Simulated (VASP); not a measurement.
# Ag (Fm-3m) in VASP: further runs

Aim: see how the results for Ag move with the level of theory and the settings. Levels: PBE, PBE+D3, PBE+D3(BJ), PBE+D4, PBE+rVV10. Tasks: single point, relaxation of cell and atoms.

All numbers are computed with VASP 6.6.1; they aren't measurements. Logs are shortened: lines on timing, memory, paths and dates and some standing lists are left out, and cuts for length are marked.

### 1 The structure

It takes space group Fm-3m (No. 225, cubic). The conventional cell has a = 4.085 Å, b = 4.085 Å, c = 4.085 Å, α = 90.00°, β = 90.00°, γ = 90.00°. Around Ag (site symmetry m-3m) lie 12 Ag at 2.89 Å.

### 2 Single point, PBE

Contents of INCAR:

```
PREC = Accurate
ENCUT = 520
EDIFF = 1E-6
ISMEAR = 0
SIGMA = 0.026000000000000002
LREAL = F
LASPH = T
NELM = 80
ALGO = Normal
ISIF = 2
LWAVE = F
LCHARG = F
GGA = PE
NBANDS = 12
```

Contents of KPOINTS:

```
regular mesh
0
Gamma
  11 11 11
```

Contents of POSCAR:

```
Ag
1.0
    0.0000000000      2.0427500000      2.0427500000
    2.0427500000      0.0000000000      2.0427500000
    2.0427500000      2.0427500000      0.0000000000
Ag
1
Direct
    0.0000000000      0.0000000000      0.0000000000
```

Potentials or basis: VASP PAW PBE potentials, release 64 (Ag).

On the command line:

```bash
$ cat potpaw_PBE.64/Ag/POTCAR > POTCAR
$ mpirun -np 1 vasp_std > vasp.out
```

OUTCAR:

```text
PREC = Accurate
   ENCUT = 520
   EDIFF = 1E-6
   ISMEAR = 0
   LREAL = F
   LASPH = T
   NELM = 80
   ISIF = 2
   GGA = PE

 ion  position               nearest neighbor table
   1  0.000  0.000  0.000-

  LATTYP: Found a face centered cubic cell.
 ALAT       =     4.0855000000

  Lattice vectors:

 A1 = (   0.0000000000,   2.0427500000,   2.0427500000)
 A2 = (   2.0427500000,   0.0000000000,   2.0427500000)
 A3 = (   2.0427500000,   2.0427500000,   0.0000000000)

Analysis of symmetry for initial positions (statically):
=====================================================================
 Subroutine PRICEL returns:
 Original cell was already a primitive cell.

 Routine SETGRP: Setting up the symmetry group for a
 face centered cubic supercell.

 Subroutine GETGRP returns: Found 48 space group operations
 (whereof 48 operations were pure point group operations)
 out of a pool of 48 trial point group operations.

The static configuration has the point symmetry O_h .

Analysis of symmetry for dynamics (positions and initial velocities):
=====================================================================
 Subroutine PRICEL returns:
 Original cell was already a primitive cell.

 Routine SETGRP: Setting up the symmetry group for a
 face centered cubic supercell.

 Subroutine GETGRP returns: Found 48 space group operations
 (whereof 48 operations were pure point group operations)
 out of a pool of 48 trial point group operations.

The dynamic configuration has the point symmetry O_h .

 Subroutine INISYM returns: Found 48 space group operations
 (whereof 48 operations are pure point group operations),
 and found     1 'primitive' translations

----------------------------------------------------------------------------------------

                                     Primitive cell

  volume of cell :      17.0481

  direct lattice vectors                    reciprocal lattice vectors
     0.000000000  2.042750000  2.042750000    -0.244768082  0.244768082  0.244768082
     2.042750000  0.000000000  2.042750000     0.244768082 -0.244768082  0.244768082
     2.042750000  2.042750000  0.000000000     0.244768082  0.244768082 -0.244768082

  length of vectors
     2.888884755  2.888884755  2.888884755     0.423950755  0.423950755  0.423950755

  position of ions in fractional coordinates (direct lattice)
     0.000000000  0.000000000  0.000000000

  ion indices of the primitive-cell ions
   primitive index   ion index
                 1           1

----------------------------------------------------------------------------------------

 KPOINTS: regular mesh

Automatic generation of k-mesh.
 Grid dimensions read from file:
 generate k-points for:   11   11   11

 Generating k-lattice:

  Cartesian coordinates                     Fractional coordinates (reciprocal lattice)
    -0.022251644  0.022251644  0.022251644     0.090909091  0.000000000  0.000000000
     0.022251644 -0.022251644  0.022251644     0.000000000  0.090909091  0.000000000
     0.022251644  0.022251644 -0.022251644     0.000000000  0.000000000  0.090909091

  Length of vectors
     0.038540978  0.038540978  0.038540978

  Shift w.r.t. Gamma in fractional coordinates (k-lattice)
     0.000000000  0.000000000  0.000000000

 Subroutine IBZKPT returns following result:
 ===========================================

 Found     56 irreducible k-points:

 Following reciprocal coordinates:
            Coordinates               Weight
  0.000000  0.000000  0.000000      1.000000
  0.090909  0.000000  0.000000      8.000000
  0.181818  0.000000  0.000000      8.000000
  0.272727  0.000000  0.000000      8.000000
  0.363636  0.000000  0.000000      8.000000
  0.454545  0.000000  0.000000      8.000000
[... 16 lines left out ...]
 -0.272727  0.181818  0.000000     24.000000
 -0.181818  0.181818  0.000000     12.000000
 [... further k-points ...]
   k-points           NKPTS =     56   k-points in BZ     NKDIM =     56   number of bands    NBANDS=     12
   number of dos      NEDOS =    301   number of ions     NIONS =      1
   total plane-waves  NPLWV =  13824
   dimension x,y,z NGX =    24 NGY =   24 NGZ =   24
   dimension x,y,z NGXF=    48 NGYF=   48 NGZF=   48
   ions per type =               1
   NGX,Y,Z   is equivalent  to a cutoff of  13.81, 13.81, 13.81 a.u.
   NGXF,Y,Z  is equivalent  to a cutoff of  27.62, 27.62, 27.62 a.u.
 SYSTEM =  unknown system
   PREC   = accura    normal or accurate (medium, high low for compatibility)
   ISTART =      0    job   : 0-new  1-cont  2-samecut
   ICHARG =      2    charge: 1-file 2-atom 10-const
   ISPIN  =      1    spin polarized calculation?
   LNONCOLLINEAR =      F non collinear calculations
   LSORBIT =      F    spin-orbit coupling
   LASPH  =      T    aspherical Exc in radial PAW
   ENCUT  =  520.0 eV  38.22 Ry    6.18 a.u.   5.37  5.37  5.37*2*pi/ulx,y,z
   NELM   =     80;   NELMIN=  2; NELMDL= -5     # of ELM steps
   EDIFF  = 0.1E-05   stopping-criterion for ELM
   LREAL  =      F    real-space projection
   EDIFFG = 0.1E-04   stopping-criterion for IOM
   NSW    =      0    number of steps for IOM
   IBRION =     -1    ionic relax: 0-MD 1-quasi-New 2-CG
   NFREE  =      0    steps in history (QN), initial steepest desc. (CG)
   ISIF   =      2    stress and relaxation
   ISYM   =      2    0-nonsym 1-usesym 2-fastsym
   POTIM  = 0.5000    time-step for ionic-motion
   TEBEG  =    0.0;   TEEND  =   0.0 temperature during run
   PSTRESS=    0.0 pullay stress
   NELECT =      11.0000    total number of electrons
   NUPDOWN=      -1.0000    fix difference up-down
   EMIN   =  10.00;   EMAX   =-10.00  energy-range for DOS
   EFERMI =   0.00;   METHOD = LEGACY
   ISMEAR =     0;   SIGMA  =   0.03  broadening in eV -4-tet -1-fermi 0-gaus
   EFERMI_NEDOS =   21; number of points for ismear=-14 and -15
   IALGO  =     38    algorithm
   IMIX   =      4    mixing-type and parameters
     AMIX     =   0.40;   BMIX     =  1.00
     AMIX_MAG =   1.60;   BMIX_MAG =  1.00
  volume/ion in A,a.u.               =      17.05       115.05
  Fermi-wavevector in a.u.,A,eV,Ry     =   1.414644  2.673290 27.228221  2.001218
  Thomas-Fermi vector in A             =   2.536165
   LORBIT       =      0    0 simple, 1 ext, 2 COOP (PROOUT), +10 PAW based schemes
   GGA     = PE    functional components
   LHFCALC =     F    Hartree Fock is set to
   AEXX    =    0.0000 exact exchange contribution
   IVDW    =     0    specifies the selected vdW correction
   LEPSILON=     F    determine dielectric tensor
   LRPA    =     F    only Hartree local field effects (RPA)
 non-spin polarized calculation
 Gauss-broadening in eV      SIGMA  =   0.03
  energy-cutoff  :      520.00
  volume of cell :       17.05
 maximum number of plane-waves:       477
 NGX is ok and might be reduce to    24
   NGX = 11   NGY = 11   NGZ = 11

 number of electron      10.9999999 magnetization

 Free energy of the ion-electron system (eV)
  ---------------------------------------------------
  ext. energy  EPLUGINS =         0.00000000
  ---------------------------------------------------
  free energy    TOTEN  =        -2.70920533 eV

  energy without entropy =       -2.70916728  energy(sigma->0) =       -2.70918631

 E-fermi :   8.6957     XC(G=0): -12.2133

 val. band max:        8.6406161775   @ k =  -0.4545   0.0909   0.0000
 cond. band min:       8.7326418232   @ k =   0.4545   0.3636   0.0000
 fundamental gap:      0.0920256456
 Fermi energy:         8.6956843696

 k-point     1 :       0.0000    0.0000    0.0000
  band No.  band energies     occupation
      1       0.6617      2.00000
      2       3.6136      2.00000
      3       3.6136      2.00000
      4       3.6136      2.00000
      5       4.6472      2.00000
      6       4.6472      2.00000
      7      24.4555      0.00000
      8      28.0355      0.00000
      9      28.0355      0.00000
     10      28.0355      0.00000
     11      32.8420      0.00000
     12      33.9807      0.00000

 k-point     2 :       0.0909    0.0000    0.0000
  band No.  band energies     occupation
      1       0.9170      2.00000
      2       3.5587      2.00000
      3       3.6818      2.00000
      4       3.6818      2.00000
      5       4.6231      2.00000
      6       4.6231      2.00000
      7      24.4176      0.00000
      8      26.2464      0.00000
      9      28.1354      0.00000
     10      28.1354      0.00000
     11      32.4563      0.00000
     12      33.6460      0.00000

 k-point     3 :       0.1818    0.0000    0.0000
  band No.  band energies     occupation
      1       1.5807      2.00000
      2       3.5257      2.00000
      3       3.8043      2.00000
      4       3.8043      2.00000
      5       4.6325      2.00000
      6       4.6325      2.00000
      7      22.1789      0.00000
      8      25.3200      0.00000
      9      28.2631      0.00000
     10      28.2631      0.00000
     11      31.2517      0.00000
     12      32.5621      0.00000

 k-point     4 :       0.2727    0.0000    0.0000
  band No.  band energies     occupation
      1       2.1102      2.00000
      2       3.7962      2.00000
      3       3.7962      2.00000
      4       4.1142      2.00000
      5       4.8444      2.00000
      6       4.8444      2.00000
      7      18.6929      0.00000
      8      24.8900      0.00000
      9      27.9317      0.00000
     10      27.9317      0.00000
     11      31.5570      0.00000
     12      31.5576      0.00000

 k-point     5 :       0.3636    0.0000    0.0000
  band No.  band energies     occupation
      1       2.1219      2.00000
      2       3.6863      2.00000
      3       3.6863      2.00000
      4       5.1764      2.00000
      5       5.1764      2.00000
      6       5.7146      2.00000
      7      15.3059      0.00000
      8      24.1956      0.00000
      9      27.0637      0.00000
     10      27.0637      0.00000
     11      31.2744      0.00000
     12      31.2744      0.00000
[... 228 lines left out ...]
      1       2.4814      2.00000
      2       3.3134      2.00000
      3       4.0378      2.00000
      4       4.2845      2.00000
      5       5.4101      2.00000
      6      10.0011      0.00000
      7      12.3311      0.00000
      8      21.0340      0.00000
      9      23.9254      0.00000
     10      24.8002      0.00000
     11      33.4445      0.00000
     12      33.4782      0.00000

 k-point    22 :      -0.3636    0.1818    0.0000
  band No.  band energies     occupation
      1       2.5915      2.00000
      2       3.3651      2.00000
      3       4.0234      2.00000
      4       4.2480      2.00000
      5       5.1050      2.00000
      6       8.8494      0.00000
      7      13.9194      0.00000
      8      20.3856      0.00000
      9      25.0165      0.00000
     10      25.3211      0.00000
     11      32.3441      0.00000
     12      33.2176      0.00000

 k-point    23 :      -0.2727    0.1818    0.0000
  band No.  band energies     occupation
      1       2.7714      2.00000
      2       3.4385      2.00000
      3       3.8738      2.00000
      4       4.0988      2.00000
      5       4.6652      2.00000
      6       7.0596      2.00000
      7      17.0915      0.00000
      8      20.2596      0.00000
      9      25.7776      0.00000
     10      27.3081      0.00000
     11      30.6022      0.00000
     12      33.1721      0.00000

 k-point    24 :      -0.1818    0.1818    0.0000
  band No.  band energies     occupation
      1       2.6923      2.00000
      2       3.2136      2.00000
      3       3.8294      2.00000
      4       4.2267      2.00000
      5       4.2584      2.00000
      6       5.7947      2.00000
      7      20.3628      0.00000
      8      20.7698      0.00000
      9      27.0596      0.00000
     10      28.8643      0.00000
     11      29.5461      0.00000
     12      33.0678      0.00000

 [... further k-points ...]

------------------------ aborting loop because EDIFF is reached ----------------------------------------

  FORCE on cell =-STRESS in cart. coord.  units (eV):
  Direction    XX          YY          ZZ          XY          YZ          ZX
  --------------------------------------------------------------------------------------
  -------------------------------------------------------------------------------------
  Total        0.4355661      0.4355661      0.4355661     -0.0000000     -0.0000000      0.0000000
  in kB       40.9344495     40.9344495     40.9344495     -0.0000000     -0.0000000      0.0000000
  external PRESSURE =      40.9344495 kB  Pullay stress =       0.0000000 kB

 VOLUME and BASIS-vectors are now :
 -----------------------------------------------------------------------------
  energy-cutoff  :      520.00
  volume of cell :       17.05
      direct lattice vectors                 reciprocal lattice vectors
     0.000000000  2.042750000  2.042750000    -0.244768082  0.244768082  0.244768082
     2.042750000  0.000000000  2.042750000     0.244768082 -0.244768082  0.244768082
     2.042750000  2.042750000  0.000000000     0.244768082  0.244768082 -0.244768082

 POSITION                                       TOTAL-FORCE (eV/Angst)
 -----------------------------------------------------------------------------------
      0.00000      0.00000      0.00000         0.000000      0.000000     -0.000000
 -----------------------------------------------------------------------------------
    total drift:                               -0.000000      0.000000      0.000000

  FREE ENERGIE OF THE ION-ELECTRON SYSTEM (eV)
  ---------------------------------------------------
  free  energy   TOTEN  =        -2.7092053349 eV

  energy  without entropy=       -2.7091672837  energy(sigma->0) =       -2.70918631
```

It took 5.7 s on 1 thread of Intel Xeon Platinum 8488C (Sapphire Rapids), shared host; peak memory 0.14 GiB.

What came out:

```yaml
Free_energy: -2.7092 eV
Pressure: 4.1 GPa
Band_gap_on_the_k_mesh: none (metal or under the smearing width)
```

### 3 Relaxation of cell and atoms, PBE+D3

Contents of INCAR:

```
SYSTEM = Ag
PREC     = Accurate       ! precision mode
ENCUT    = 600            ! plane-wave cutoff, eV
EDIFF    = 1E-6           ! SCF threshold, eV
ISMEAR   = -1             ! smearing method
SIGMA    = 0.05           ! smearing width, eV
LREAL    = .FALSE.        ! projectors in reciprocal space
LASPH    = .TRUE.         ! aspherical terms in the spheres
NELM     = 60             ! most SCF steps
ALGO     = Fast           ! electronic algorithm
ISIF     = 3              ! what is computed and relaxed
LWAVE    = .FALSE.        ! write WAVECAR
LCHARG   = .FALSE.        ! write CHGCAR
GGA      = PE             ! functional
IVDW     = 11             ! dispersion correction
IBRION   = 2              ! ionic algorithm
NSW      = 40             ! ionic steps
EDIFFG   = -0.01          ! ionic threshold
```

Contents of KPOINTS:

```
Automatic mesh
0
G
  11 11 11
  0 0 0
```

POSCAR is that of step 2.

Potentials or basis: VASP PAW PBE potentials, release 64 (Ag).

On the command line:

```bash
$ cat potpaw_PBE.64/Ag/POTCAR > POTCAR
$ mpirun -np 1 vasp_std > vasp.out
```

It took 11 s on 1 thread of Intel Xeon Platinum 8488C (Sapphire Rapids), shared host; peak memory 0.16 GiB.

The run converged. Its results:

- Free energy: -3.2112 eV
- Relaxed volume: 16.82 Å³/atom
- Relaxed cell: a = 2.876 Å, b = 2.876 Å, c = 2.876 Å, α = 60.00°, β = 60.00°, γ = 60.00°
- Space group after relaxing (to 0.05 Å): Fm-3m (No. 225)
- Energy gained by relaxing: 0.9 meV/atom
- Ionic steps: 3
- Pressure after relaxing: 0.1 GPa
- Band gap on the k mesh: none (metal or under the smearing width)
- Dispersion energy per atom: -0.508 eV

The path:
| step | energy change (eV) | largest force (eV/Å) | pressure (GPa) | volume (Å³) |
| --- | --- | --- | --- | --- |
| 1 | 0.0000 | 0.0000 | -1.20 | 17.05 |
| 2 | -0.0007 | 0.0000 | 0.68 | 16.74 |
| 3 | -0.0009 | 0.0000 | 0.05 | 16.82 |

Final structure:
```
Ag
1.0
     0.00000    2.03376    2.03376
     2.03376    0.00000    2.03376
     2.03376    2.03376    0.00000
Ag
1
Cartesian
  0.0000 0.0000 0.0000
```

Levels at points of the mesh, in eV from the Fermi level:
```
           k point  band 3  band 4  band 5  band 6  band 7  band 8  band 9
(0.00, 0.00, 0.00)   -5.10   -5.10   -4.05   -4.05   15.81   19.47   19.47
```

Caveat: pairwise dispersion overbinds metals, which lowers pressure and volume.

### 4 Relaxation of cell and atoms, PBE+D3(BJ)

Contents of INCAR:

```
PREC = Accurate
ENCUT = 600
EDIFF = 1E-6
ISMEAR = -1
SIGMA = 0.05
LREAL = False
LASPH = True
NELM = 60
ALGO = Fast
ISIF = 3
LWAVE = False
LCHARG = False
GGA = PE
IVDW = 12
IBRION = 2
NSW = 60
EDIFFG = -0.01
```

Contents of KPOINTS:

```
Automatic mesh
0
Gamma
  11 11 11
```

POSCAR is that of step 3.

On the command line:

```bash
$ cat potpaw_PBE.64/Ag/POTCAR > POTCAR
$ mpirun -np 1 vasp_std > vasp.out
```

It took 13 s on 1 thread of Intel Xeon Platinum 8488C (Sapphire Rapids), shared host; peak memory 0.15 GiB.

Results (log left out):

* Free energy: -3.3005 eV
* Relaxed volume: 16.81 Å³/atom
* Relaxed cell: a = 2.875 Å, b = 2.875 Å, c = 2.875 Å, α = 60.00°, β = 60.00°, γ = 60.00°
* Space group after relaxing (to 0.05 Å): Fm-3m (No. 225)
* Energy gained by relaxing: 1.1 meV/atom
* Ionic steps: 3
* Pressure after relaxing: 0.1 GPa
* Band gap on the k mesh: none (metal or under the smearing width)
* Dispersion energy per atom: -0.598 eV

Step by step:
| step | energy change (eV) | largest force (eV/Å) | pressure (GPa) | volume (Å³) |
| --- | --- | --- | --- | --- |
| 1 | 0.0000 | 0.0000 | -1.36 | 17.05 |
| 2 | -0.0008 | 0.0000 | 0.90 | 16.69 |
| 3 | -0.0011 | 0.0000 | 0.07 | 16.81 |

Final structure:
```cif
data_structure
_symmetry_space_group_name_H-M 'P 1'
_symmetry_Int_Tables_number 1
_cell_length_a 2.8752
_cell_length_b 2.8752
_cell_length_c 2.8752
_cell_angle_alpha 60.000
_cell_angle_beta 60.000
_cell_angle_gamma 60.000
_cell_volume 16.81
loop_
_atom_site_label
_atom_site_type_symbol
_atom_site_fract_x
_atom_site_fract_y
_atom_site_fract_z
_atom_site_occupancy
Ag1 Ag 0.00000 0.00000 0.00000 1
```

Levels at points of the mesh, in eV from the Fermi level:
```
           k point  band 3  band 4  band 5  band 6  band 7  band 8  band 9
(0.00, 0.00, 0.00)   -5.11   -5.11   -4.05   -4.05   15.81   19.48   19.48
```

Caveat: pairwise dispersion overbinds metals, which lowers pressure and volume.

(Part 1 of 2 ends here.)
